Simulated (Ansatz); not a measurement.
Runs of Ansatz 0.2.0 on Fe. Symmetry: Im-3m, No. 229, cubic system. The conventional cell has a = 2.886 Å, b = 2.886 Å, c = 2.886 Å, α = 90.00°, β = 90.00°, γ = 90.00°. Around Fe (site symmetry m-3m) lie 8 Fe at 2.50 Å. 

```tsv
task	level	cell	k mesh	cutoff (eV)	smearing	phonon path	pressure (GPa)	moment (μB)	relaxed volume (Å³/atom)
relaxation of cell and atoms	RPBE	relaxed	13 × 13 × 13	-	fermi-dirac 0.05 eV	-	0.0	2.19	11.68
relaxation of cell and atoms	PBE	relaxed	13 × 13 × 13	-	fermi-dirac 0.05 eV	-	0.0	2.11	(b)
relaxation of cell and atoms	BLYP+D3(BJ)	relaxed	13 × 13 × 13	-	fermi-dirac 0.05 eV	-	0.0	(a)	(c)
single point	PBE	as given	13 × 13 × 13	303	gaussian 0.015 eV	-	-9.8	2.24	-
```

Alike in all rows: potentials or basis all-electron LAPW, scalar-relativistic; spin collinear, ferromagnetic start; basis error allowed 0.001 eV/atom.

Problem. Fill in the values left out.

Solution. (a) 2.07; (b) 11.30; (c) 11.09.
